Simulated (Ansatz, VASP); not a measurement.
# Cross-check of Sn (dimer Sn chain) between VASP and Ansatz, part 2 of 2

One calculation is typed for both programs; each brings its own data sets. How far apart do they land? The structure shown is the start of the Ansatz relaxation below; VASP solves that cell, so the two are compared at the walk's first step.

VASP 6.6.1 and Ansatz 0.2.0.

So far. Step 4 (Comparison): The forces differ by 7.1 meV/Å r.m.s., which is 0.3 % of the r.m.s. force of 2.532 eV/Å (both taken over all components).

### Step 7. Comparison

What differs besides the data sets and the points named for the pairs above, as far as they apply: Ansatz makes its cores anew for this functional, VASP keeps those of its PBE data sets. Total energies have different zeros and are not compared.

Forces (eV/Å; atoms numbered as in POSCAR):

```
atom        Ansatz x, y, z          VASP x, y, z
 Sn1  0.000, 0.000, -4.206  0.000, 0.000, -4.195
 Sn2   0.000, 0.000, 4.206   0.000, 0.000, 4.195
```

The forces differ by 5.9 meV/Å r.m.s., which is 0.2 % of the r.m.s. force of 2.422 eV/Å (both taken over all components). Moments aren't recorded for both runs of this pair, so they may hold unlike magnetic states.

### Step 8. Ansatz: relaxation, RPBE

The two programs are compared at the cell with which this relaxation starts, whose forces are those of its first step.

The structure compared here is the start of the Ansatz relaxation; VASP solves that cell, so the two are compared at the walk's first step.

input.yaml

```yaml
crystal:
  lattice:
    - [7.5, 0.0, 0.0]
    - [0.0, 7.5, 0.0]
    - [0.0, 0.0, 5.282]
  atoms:
    - { symbol: Sn, position: [0.5, 0.5, 0.0], spin: 0.5 }
    - { symbol: Sn, position: [0.5, 0.5, 0.45], spin: 0.5 }
magnetization:
  spin_polarized: true
kpoints:
  mp_grid: { grid: [1, 1, 16] }
scf:
  occupations: { method: fermi_dirac, width: 0.05 }
hamiltonian:
  xc: rpbe
relax:
  cell: { fix: [a, b, alpha, beta, gamma] }
  max_steps: 60
```

Command:

```
$ ansatz run input.yaml --threads 4 --pin off --max-ram 8192MiB --backend cpu --events-out ev --progress --plain --runs-dir out
```

Numbers of over 12 decimals in the logs are rounded to 6 here.

The log of the run:

```text
[...]
Crystal: 2 atoms, lattice volume = 297.113 Å³
Basis set: ecut = 420 eV, 5833 PW (Γ), exchange–correlation on 108×108×72 points (8 copies of the dense FFT grid, shifted against one another)
Bands: 19, of which v1, the nominal top of the filled ones, is band 14 counted from 1 (13 counted from 0)
Symmetry: 16 space group operations
[...]
0.000000       0.257919       0.000000
        0.000000       0.000000       0.011359
  P = ⅓ Tr σ = 0.1757 GPa (1.757 kbar)
--- Relaxed structure (5 steps of the walk, 5 accepted, 1 SCFs on fresh bases) ---
[...]
cell:  # Å, volume = 311.3240 Å³
    - [7.5, 0.0, 0.0]
    - [0.0, 7.5, 0.0]
    - [0.0, 0.0, 5.534649]
  atoms:
    - { symbol: Sn, position: [0.5, 0.5, -0.025000] }
    - { symbol: Sn, position: [0.5, 0.5, 0.475000] }
[key lines of the parts left out:]
SCF converged after 6 iterations
Magnetization: -0.0000 μB (14.0000 up, 14.0000 down)
Free energy (F): -12063.148540 eV
Fermi energy:    -1.639014 eV
```

### Step 9. VASP: single point, RPBE, start cell

The same cell, functional, mesh and smearing now go to VASP, with its own data sets.

INCAR

```
SYSTEM = Sn
PREC = Accurate
ENCUT = 400
EDIFF = 1E-06
NELM = 200
ISMEAR = -1
SIGMA = 0.05
LREAL = .FALSE.
ALGO = Normal
GGA = RP
NBANDS = 21
ISPIN = 2
MAGMOM = -0 -0
LORBIT = 11
LWAVE = .FALSE.
LCHARG = .FALSE.
ISIF = 2
LASPH = .TRUE.
GGA_COMPAT = .FALSE.
KPAR = 2
```

POSCAR

```
Sn
1.0
    7.5000000000      0.0000000000      0.0000000000
    0.0000000000      7.5000000000      0.0000000000
    0.0000000000      0.0000000000      5.2820000000
Sn
2
Direct
    0.5000000000      0.5000000000      0.0000000000
    0.5000000000      0.5000000000      0.4500000000
```

KPOINTS

```
Automatic mesh
0
Gamma
1 1 16
0 0 0
```

The projector-augmented-wave data sets are Sn_d (PBE family, release 64).

Command:

```
$ mpirun -np 2 vasp_std
```

The log of the run:

```text
[banner, memory and clock lines left out]
running    2 mpi-ranks, on    1 nodes
[...]
[... a notice as in an earlier step ...]

 LDA part: xc-table for (Slater+PW92), standard interpolation
 POSCAR, INCAR and KPOINTS ok, starting setup
[...]
entering main loop
       N       E                     dE             d eps       ncg     rms          rms(c)
DAV:   1     0.169537152700E+03    0.16954E+03   -0.11955E+04   932   0.931E+02
DAV:   2     0.932412452880E+01   -0.16021E+03   -0.15748E+03   817   0.250E+02
DAV:   3    -0.364691407965E+01   -0.12971E+02   -0.12895E+02   886   0.955E+01
DAV:   4    -0.407574285337E+01   -0.42883E+00   -0.42861E+00   834   0.200E+01
[...]
DAV:  15    -0.390851355634E+01   -0.80400E-05   -0.12994E-06   678   0.587E-03    0.319E-03
DAV:  16    -0.390851723002E+01   -0.36737E-05   -0.11141E-06   612   0.575E-03    0.836E-04
DAV:  17    -0.390851787003E+01   -0.64001E-06   -0.29563E-07   552   0.388E-03
   1 F= -.39085179E+01 E0= -.38945026E+01  d E =-.280306E-01  mag=    -0.0000
```

OUTCAR, selected parts (step 9):

```text
  Total        0.4323362      0.4323362      9.4501665      0.0000000      0.0000000      0.0000000
  in kB        2.3313705      2.3313705     50.9599647      0.0000000      0.0000000      0.0000000
  external PRESSURE =      18.5409019 kB  Pullay stress =       0.0000000 kB

 POSITION                                       TOTAL-FORCE (eV/Angst)
 -----------------------------------------------------------------------------------
      3.75000      3.75000      0.00000         0.000000     -0.000000     -4.468249
      3.75000      3.75000      2.37690         0.000000      0.000000      4.468249
 -----------------------------------------------------------------------------------
    total drift:                               -0.000000     -0.000000     -0.000053

  FREE ENERGIE OF THE ION-ELECTRON SYSTEM (eV)
  ---------------------------------------------------
  free  energy   TOTEN  =        -3.9085178700 eV

  energy  without entropy=       -3.8804872801  energy(sigma->0) =       -3.89450258

 magnetization (x)
# of ion       s       p       d       tot
------------------------------------------
    1       -0.000  -0.000  -0.000  -0.000
    2       -0.000  -0.000  -0.000  -0.000
--------------------------------------------------
tot         -0.000  -0.000  -0.000  -0.000

[... 2 parts as in an earlier step ...]

[... 1 further part left out ...]
[key lines of the parts left out:]
E-fermi :  -2.2432
```

### Step 10. Differences

Forces (eV/Å; atoms numbered as in POSCAR):

```
atom        Ansatz x, y, z          VASP x, y, z
 Sn1  0.000, 0.000, -4.484  0.000, 0.000, -4.468
 Sn2   0.000, 0.000, 4.484   0.000, 0.000, 4.468
```

The forces differ by 8.8 meV/Å r.m.s., which is 0.3 % of the r.m.s. force of 2.580 eV/Å (both taken over all components). Moments aren't recorded for both runs of this pair, so they may hold unlike magnetic states.

### Step 11. What came out

```yaml
r_m_s_force_difference_single_point_pbe_start_cell: 0.28 % of the r.m.s. force
r_m_s_force_difference_single_point_pbesol_start_cell: 0.24 % of the r.m.s. force
r_m_s_force_difference_single_point_rpbe_start_cell: 0.34 % of the r.m.s. force
```

The r.m.s. force difference is 0.34 % of the r.m.s. force (single point, RPBE, start cell), within the 3 % picked in this series as the mark of a large difference. 7 further runs of this series are not shown here. Such differences can come from data sets, numerical settings and the points named under the comparisons, not from the functional's error against experiment.

[Lines on the potential files, build, host, timing and source positions are cut from VASP's logs without a mark.]

[Logs are printed without paths, hosts, clocks, repeated set-up lines and the standing remarks that a program may print on its own settings, such as how far it seeks lower states.]

[Hosts, paths, dates, database ids (printed as entryN), source tags and the programs' standing remarks are cut or masked in the printed files.]
